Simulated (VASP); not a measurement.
# S (Fmmm) in VASP: notebook, part 2 of 2

VASP 6.6.1.

## 3. Single point, PBE

This run uses another cell than the first one, of 23.20 Å³/atom, 0.892 times its volume.

File INCAR:

```
PREC = Accurate
ENCUT = 520
EDIFF = 1E-6
ISMEAR = 0
SIGMA = 0.1
LREAL = F
LASPH = T
NELM = 100
ALGO = Normal
ISIF = 2
LWAVE = F
LCHARG = F
GGA = PE
NBANDS = 9
```

File KPOINTS:

```
regular mesh
0
Gamma
  6 6 6
```

File POSCAR:

```
S
1.0
    0.0000000000      1.6689063418      4.1647734220
    1.6688491952      0.0000000000      4.1647734220
    1.6688491952      1.6689063418      0.0000000000
S
1
Direct
    0.0000000000      0.0000000000      0.0000000000
```

Potentials or basis: VASP PAW PBE potentials, release 64 (S).

On the command line:

```console
$ cat potpaw_PBE.64/S/POTCAR > POTCAR
$ mpirun -np 1 vasp_std > vasp.out
```

It took 6.9 s on 1 thread of Intel Xeon 6975P-C (Granite Rapids), shared host; peak memory 0.15 GiB.

Results (log left out):

```
Free energy            : -3.5869 eV
Pressure               : -0.1 GPa
Band gap on the k mesh : none (metal or under the smearing width)
```

Stress tensor (GPa, compression positive):
```
-0.20  0.00  0.00
 0.00 -0.20  0.00
 0.00  0.00  0.23
```

Levels at points of the mesh, in eV from the Fermi level:
| k point | band 1 | band 2 | band 3 | band 4 | band 5 | band 6 | band 7 | band 8 |
| --- | --- | --- | --- | --- | --- | --- | --- | --- |
| (0.00, 0.00, 0.00) | -16.86 | -4.50 | 3.47 | 4.51 | 4.51 | 8.72 | 13.88 | 19.27 |
| (0.50, 0.00, 0.00) | -12.62 | -8.19 | -1.61 | 5.32 | 6.75 | 11.12 | 12.19 | 15.61 |
| (0.50, 0.50, 0.00) | -16.78 | -5.51 | 4.48 | 4.48 | 8.68 | 8.83 | 9.82 | 15.24 |
| (0.50, 0.00, 0.50) | -7.98 | -5.21 | -5.16 | 1.33 | 3.47 | 9.06 | 10.26 | 15.18 |
| (0.00, 0.50, 0.50) | -7.98 | -5.21 | -5.16 | 1.33 | 3.47 | 9.06 | 10.26 | 15.18 |

Caveat: the k mesh is coarse (spacing up to 0.46 Å⁻¹), so the values aren't converged.

## 4. Relaxation of cell and atoms, PBE

File INCAR:

```
PREC = Accurate ; ENCUT = 600
EDIFF = 1E-6 ; ISMEAR = 0
SIGMA = 0.1 ; LREAL = F
LASPH = T ; NELM = 100
ALGO = Fast ; ISIF = 3
LWAVE = F ; LCHARG = F
GGA = PE ; IBRION = 2
NSW = 90 ; EDIFFG = -0.04
```

File KPOINTS:

```
Automatic mesh
0
Gamma
  6 6 6
```

File POSCAR:

```
S
1.0
    0.0000000000      2.5535519400      2.5842795400
    1.9705749200      0.0000000000      2.5842795400
    1.9705749200      2.5535519400      0.0000000000
S
1
Direct
    0.0000000000      0.0000000000      0.0000000000
```

Potentials or basis: VASP PAW PBE potentials, release 64 (S).

On the command line:

```console
$ cat potpaw_PBE.64/S/POTCAR > POTCAR
$ mpirun -np 1 vasp_std > vasp.out
```

OUTCAR:

```text
PREC = Accurate
   ENCUT = 600
   EDIFF = 1E-6
   ISMEAR = 0
   LREAL = F
   LASPH = T
   NELM = 100
   ISIF = 3
   GGA = PE
   IBRION = 2
   NSW = 90
   EDIFFG = -0.04

 ion  position               nearest neighbor table
   1  0.000  0.000  0.000-

  LATTYP: Found a face centered orthorhombic cell.
 ALAT       =     3.9411498400
 B/A-ratio  =     1.2958410838
 C/A-ratio  =     1.3114342996

  Lattice vectors:

 A1 = (   0.0000000000,   2.5535519400,   2.5842795400)
 A2 = (   1.9705749200,   0.0000000000,   2.5842795400)
 A3 = (   1.9705749200,   2.5535519400,   0.0000000000)

Analysis of symmetry for initial positions (statically):
=====================================================================
 Subroutine PRICEL returns:
[... 762 lines left out ...]
 k-point    24 :       0.5000    0.3333    0.1667
  band No.  band energies     occupation
      1     -10.7408      2.00000
      2       0.3055      2.00000
      3       4.4272      1.93241
      4       5.8781      0.00000
      5      13.9440      0.00000
      6      19.3494      0.00000
      7      19.8385      0.00000

 [... further k-points ...]

[... ionic steps 4 to 34 ...]

--------------------------------------- Ionic step       35  -------------------------------------------

 number of electron       5.9999999 magnetization

------------------------ aborting loop because EDIFF is reached ----------------------------------------
[... 65 lines left out ...]
--------------------------------------- Ionic step       37  -------------------------------------------

 number of electron       5.9999999 magnetization

 Free energy of the ion-electron system (eV)
  ---------------------------------------------------
  ext. energy  EPLUGINS =         0.00000000
  ---------------------------------------------------
  free energy    TOTEN  =        -3.57990904 eV

  energy without entropy =       -3.57322138  energy(sigma->0) =       -3.57656521

 E-fermi :   3.8327     XC(G=0):  -8.9207

 val. band max:        3.7485364608   @ k =   0.0000   0.1667   0.1667
 cond. band min:       3.8408247675   @ k =   0.5000   0.3333   0.0000
 fundamental gap:      0.0922883067
 Fermi energy:         3.8326726103
[... 268 lines left out ...]
  FREE ENERGIE OF THE ION-ELECTRON SYSTEM (eV)
  ---------------------------------------------------
  free  energy   TOTEN  =        -3.5799090440 eV

  energy  without entropy=       -3.5732213754  energy(sigma->0) =       -3.57656521

 reached required accuracy - stopping structural energy minimisation
```

Run time: 2.1 min. Hardware: 1 thread of Intel Xeon 6975P-C (Granite Rapids), shared host; peak memory 0.16 GiB.

Results:

| Item | Value |
| --- | --- |
| Free energy | -3.5799 eV |
| Relaxed volume | 22.15 Å³/atom |
| Relaxed cell | a = 4.314 Å, b = 4.315 Å, c = 2.360 Å, α = 74.09°, β = 74.17°, γ = 31.74° |
| Space group after relaxing (to 0.05 Å) | I4/mmm (No. 139) |
| Energy gained by relaxing | 1319.9 meV/atom |
| Ionic steps | 37 |
| Pressure after relaxing | 0.0 GPa |
| Band gap on the k mesh | none (metal or under the smearing width) |

The path:
| step | energy change (eV) | largest force (eV/Å) | pressure (GPa) | volume (Å³) |
| --- | --- | --- | --- | --- |
| 1 | 0.0000 | 0.0000 | -12.73 | 26.01 |
| 2 | -0.5555 | 0.0000 | -10.15 | 18.97 |
| 3 | -0.6946 | 0.0000 | -2.24 | 15.94 |
| 4 | -0.6993 | 0.0000 | 1.50 | 15.17 |
| 5 | -0.6999 | 0.0000 | 0.37 | 15.39 |
| 6 | -0.7100 | 0.0000 | 0.50 | 15.37 |
| 7 | -0.7101 | 0.0000 | 0.50 | 15.37 |
| 8 | -0.7184 | 0.0000 | 0.33 | 15.48 |
| 9 | -0.7755 | 0.0000 | -0.93 | 15.78 |
| 10 | -0.9302 | 0.0000 | 1.48 | 16.17 |
| 11 | -1.0599 | 0.0000 | 24.10 | 16.12 |
| 12 | -1.1533 | 0.0000 | 8.43 | 16.28 |
| 13 | -1.1538 | 0.0000 | 14.00 | 16.24 |
| 14 | -1.1598 | 0.0000 | 12.64 | 16.25 |
| 15 | -1.1605 | 0.0000 | 12.78 | 16.27 |
| 16 | -1.1621 | 0.0000 | 13.07 | 16.34 |
| 17 | -1.1632 | 0.0000 | 13.78 | 16.47 |
| 18 | -1.1660 | 0.0000 | 13.61 | 16.50 |
| 19 | -1.1742 | 0.0000 | 13.00 | 16.61 |
| 20 | -1.1898 | 0.0000 | 11.84 | 16.83 |
| 21 | -1.2180 | 0.0000 | 9.66 | 17.28 |
| 22 | -1.2625 | 0.0000 | 5.71 | 18.18 |
| 23 | -1.3015 | 0.0000 | -0.50 | 20.08 |
| 24 | -1.3019 | 0.0000 | -1.10 | 20.32 |
| 25 | -1.3045 | 0.0000 | -1.04 | 20.43 |
| 26 | -1.3105 | 0.0000 | -0.78 | 20.78 |
| 27 | -1.3135 | 0.0000 | -0.05 | 21.45 |
| 28 | -1.3138 | 0.0000 | -0.21 | 21.31 |
| 29 | -1.3162 | 0.0000 | 0.19 | 21.33 |
| 30 | -1.3180 | 0.0000 | 0.98 | 21.36 |
| 31 | -1.3192 | 0.0000 | 0.33 | 21.61 |
| 32 | -1.3192 | 0.0000 | 0.10 | 21.70 |
| 33 | -1.3194 | 0.0000 | 0.05 | 21.77 |
| 34 | -1.3197 | 0.0000 | -0.11 | 21.96 |
| 35 | -1.3197 | 0.0000 | -0.40 | 22.35 |
| 36 | -1.3198 | 0.0000 | -0.25 | 22.14 |
| 37 | -1.3199 | 0.0000 | -0.02 | 22.15 |

Final structure:
```yaml
crystal:
  lattice:
    - [0.00000, 1.66630, 3.97868]
    - [1.67081, 0.00000, 3.97868]
    - [1.67081, 1.66630, 0.00000]
  atoms:
    - { symbol: S, position: [0.00000, 0.00000, 0.00000] }
```

Caveat: the k mesh is coarse (spacing up to 0.39 Å⁻¹), so the values aren't converged.

## 5. Summary

| task | cell | cutoff (eV) | gap on the mesh (eV) | pressure (GPa) |
| --- | --- | --- | --- | --- |
| single point | Fmmm, 26.01 Å³/atom | 520 | none | -12.8 |
| single point | I4/mmm, 23.2 Å³/atom | 520 | none | -0.1 |
| relaxation of cell and atoms | relaxed | 600 | none | 0.0 |

Alike in all rows: level PBE; potentials or basis VASP PAW PBE potentials, release 64 (S); no spin polarisation; k mesh 6 × 6 × 6; smearing gaussian 0.1 eV; the mesh is coarse, so values aren't converged.

Caveats: all runs use coarse meshes.

Absolute energies hang on the potentials; compare differences alone.
